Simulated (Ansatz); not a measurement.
A relaxation of cell and atoms of SiO2 built on the rutile prototype with Ansatz, at the level LDA. It starts from the PBE minimum.

```yaml
crystal:
  lattice:
    - [4.2356795769, 0.0, 0.0]
    - [0.0, 4.2356795769, 0.0]
    - [0.0, 0.0, 2.6906431348]
  atoms:
    - { symbol: Si, position: [0.0, 0.0, 0.0] }
    - { symbol: Si, position: [0.5, 0.5, 0.5] }
    - { symbol: O, position: [0.3069724955, 0.3069724955, 0.0] }
    - { symbol: O, position: [0.1930275045, 0.8069724955, 0.5] }
    - { symbol: O, position: [0.8069724955, 0.1930275045, 0.5] }
    - { symbol: O, position: [0.6930275045, 0.6930275045, 0.0] }
kpoints:
  mp_grid: { grid: [6, 6, 8] }
hamiltonian:
  xc: lda
scf:
  occupations: { method: fermi_dirac, width: 0.02 }
relax:
  f_tol: 0.005
  cell: {}
output:
  write_density: true
  write_potential: true
  elf: true
  volumetric_format: npy
```

The trajectory has 8 recorded frames, each with positions in Å and forces in eV/Å. The last, and any step after a large change of cell, is solved on a basis re-selected at its cell; pressure is positive in compression.

Step 1: energy 0.0 meV/atom from step 1, largest force component 0.091 eV/Å, pressure -13.95 GPa
```xyz
6
Lattice="4.2357 0.0000 0.0000 0.0000 4.2357 0.0000 0.0000 0.0000 2.6906" Properties=species:S:1:pos:R:3:forces:R:3 pbc="T T T"
Si    0.0000    0.0000    0.0000    0.0000    0.0000    0.0000
Si    2.1178    2.1178    1.3453    0.0000    0.0000    0.0000
O     1.3002    1.3002    0.0000    0.0912    0.0912    0.0000
O     0.8176    3.4181    1.3453   -0.0912    0.0912    0.0000
O     3.4181    0.8176    1.3453    0.0912   -0.0912    0.0000
O     2.9354    2.9354    0.0000   -0.0912   -0.0912    0.0000
```

Step 2: energy -12.8 meV/atom from step 1, largest force component 0.013 eV/Å, pressure -7.84 GPa
```xyz
6
Lattice="4.2017 0.0000 0.0000 0.0000 4.2017 0.0000 0.0000 0.0000 2.6777" Properties=species:S:1:pos:R:3:forces:R:3 pbc="T T T"
Si    0.0000    0.0000    0.0000    0.0000    0.0000    0.0000
Si    2.1009    2.1009    1.3389    0.0000    0.0000    0.0000
O     1.2893    1.2893    0.0000   -0.0129   -0.0129    0.0000
O     0.8115    3.3902    1.3389    0.0129   -0.0129    0.0000
O     3.3902    0.8115    1.3389   -0.0129    0.0129    0.0000
O     2.9124    2.9124    0.0000    0.0129    0.0129    0.0000
```

Question: Estimate where the relaxation ends.

Answer:
Step 3: energy -19.8 meV/atom from step 1, largest force component 0.046 eV/Å, pressure +0.71 GPa
```xyz
6
Lattice="4.1579 0.0000 0.0000 0.0000 4.1579 0.0000 0.0000 0.0000 2.6593" Properties=species:S:1:pos:R:3:forces:R:3 pbc="T T T"
Si    0.0000    0.0000    0.0000    0.0000    0.0000    0.0000
Si    2.0790    2.0790    1.3296    0.0000    0.0000    0.0000
O     1.2722    1.2722    0.0000   -0.0462   -0.0462    0.0000
O     0.8067    3.3512    1.3296    0.0462   -0.0462    0.0000
O     3.3512    0.8067    1.3296   -0.0462    0.0462    0.0000
O     2.8857    2.8857    0.0000    0.0462    0.0462    0.0000
```

Step 4: energy -19.8 meV/atom from step 1, largest force component 0.019 eV/Å, pressure +0.08 GPa
```xyz
6
Lattice="4.1598 0.0000 0.0000 0.0000 4.1598 0.0000 0.0000 0.0000 2.6611" Properties=species:S:1:pos:R:3:forces:R:3 pbc="T T T"
Si    0.0000    0.0000    0.0000    0.0000    0.0000    0.0000
Si    2.0799    2.0799    1.3305    0.0000    0.0000    0.0000
O     1.2721    1.2721    0.0000   -0.0185   -0.0185    0.0000
O     0.8077    3.3520    1.3305    0.0185   -0.0185    0.0000
O     3.3520    0.8077    1.3305   -0.0185    0.0185    0.0000
O     2.8876    2.8876    0.0000    0.0185    0.0185    0.0000
```

Step 5: energy -19.8 meV/atom from step 1, largest force component 0.001 eV/Å, pressure +0.01 GPa
```xyz
6
Lattice="4.1583 0.0000 0.0000 0.0000 4.1583 0.0000 0.0000 0.0000 2.6624" Properties=species:S:1:pos:R:3:forces:R:3 pbc="T T T"
Si    0.0000    0.0000    0.0000    0.0000    0.0000    0.0000
Si    2.0792    2.0792    1.3312    0.0000    0.0000    0.0000
O     1.2710    1.2710    0.0000    0.0012    0.0012    0.0000
O     0.8082    3.3502    1.3312   -0.0012    0.0012    0.0000
O     3.3502    0.8082    1.3312    0.0012   -0.0012    0.0000
O     2.8873    2.8873    0.0000   -0.0012   -0.0012    0.0000
```

Step 6: energy -17.2 meV/atom from step 1, largest force component 0.002 eV/Å, pressure -0.63 GPa
```xyz
6
Lattice="4.1583 0.0000 0.0000 0.0000 4.1583 0.0000 0.0000 0.0000 2.6624" Properties=species:S:1:pos:R:3:forces:R:3 pbc="T T T"
Si    0.0000    0.0000    0.0000    0.0000    0.0000    0.0000
Si    2.0792    2.0792    1.3312    0.0000    0.0000    0.0000
O     1.2710    1.2710    0.0000    0.0017    0.0017    0.0000
O     0.8082    3.3502    1.3312   -0.0017    0.0017    0.0000
O     3.3502    0.8082    1.3312    0.0017   -0.0017    0.0000
O     2.8873    2.8873    0.0000   -0.0017   -0.0017    0.0000
```

Step 7: energy -17.4 meV/atom from step 1, largest force component 0.000 eV/Å, pressure 0.00 GPa
```xyz
6
Lattice="4.1550 0.0000 0.0000 0.0000 4.1550 0.0000 0.0000 0.0000 2.6614" Properties=species:S:1:pos:R:3:forces:R:3 pbc="T T T"
Si    0.0000    0.0000    0.0000    0.0000    0.0000    0.0000
Si    2.0775    2.0775    1.3307    0.0000    0.0000    0.0000
O     1.2697    1.2697    0.0000    0.0002    0.0002    0.0000
O     0.8078    3.3472    1.3307   -0.0002    0.0002    0.0000
O     3.3472    0.8078    1.3307    0.0002   -0.0002    0.0000
O     2.8853    2.8853    0.0000   -0.0002   -0.0002    0.0000
```

Step 8: energy -17.2 meV/atom from step 1, largest force component 0.000 eV/Å, pressure -0.02 GPa
```xyz
6
Lattice="4.1550 0.0000 0.0000 0.0000 4.1550 0.0000 0.0000 0.0000 2.6614" Properties=species:S:1:pos:R:3:forces:R:3 pbc="T T T"
Si    0.0000    0.0000    0.0000    0.0000    0.0000    0.0000
Si    2.0775    2.0775    1.3307    0.0000    0.0000    0.0000
O     1.2697    1.2697    0.0000    0.0002    0.0002    0.0000
O     0.8078    3.3472    1.3307   -0.0002    0.0002    0.0000
O     3.3472    0.8078    1.3307    0.0002   -0.0002    0.0000
O     2.8853    2.8853    0.0000   -0.0002   -0.0002    0.0000
```

In 6 steps the volume changed by -4.8 %; between the first SCF and the last, each on a basis chosen for its cell, the energy fell by 17.2 meV an atom. At the end: it is tetragonal, P4_2/mnm (No. 136); conventional cell a = 4.155 Å, c = 2.661 Å, 7.66 Å³ an atom. Around Si lie 6 O at 1.75–1.80 Å; around O lie 3 Si at 1.75–1.80 Å.

Command: `ansatz run input.yaml --threads 4 --pin off --max-ram 7372MiB --backend cpu --events-out ev --progress --plain --runs-dir out`.

Question: It took 8 s on 4 threads of Intel(R) Xeon(R) Platinum 8259CL CPU @ 2.50GHz (Skylake/Cascade Lake) (shared host). What peak of host memory did it reach?

Answer: About 0.4 GiB.

Calculated for a static, non-magnetic cell.
